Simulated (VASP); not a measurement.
# Ir: single point with PBE

Ir:

```
Ir
1.0
     2.74933    0.00000    0.00000
    -1.37466    2.38099    0.00000
     0.00000    0.00000    4.44976
Ir
2
Direct
  0.33333 0.66667 0.25000
  0.66667 0.33333 0.75000
```

This isn't the form of Ir at room conditions, which is fcc.

```yaml
Program: VASP 6.6.1
Task: single point
Functional: PBE
Potentials_or_basis: VASP PAW PBE potentials, release 64 (Ir)
Cutoff: 520 eV
k_mesh: 17 × 17 × 9
Occupations: fermi-dirac, width 0.05 eV
Spin: no spin polarisation
```

```json
{"Pressure": "0.5 GPa", "Band gap on the k mesh": "none (metal or under the smearing width)"}
```

Levels at points of the mesh, in eV from the Fermi level:
| k point | band 7 | band 8 | band 9 | band 10 | band 11 | band 12 |
| --- | --- | --- | --- | --- | --- | --- |
| (0.00, 0.00, 0.00) | -3.04 | -2.30 | -2.30 | -0.72 | 0.26 | 0.26 |

It took 35 s on 1 thread of Intel(R) Xeon(R) 6975P-C (Granite Rapids), on a shared host, peak memory 0.19 GiB.

The run has no spin-orbit coupling, so splittings on Ir are missing.
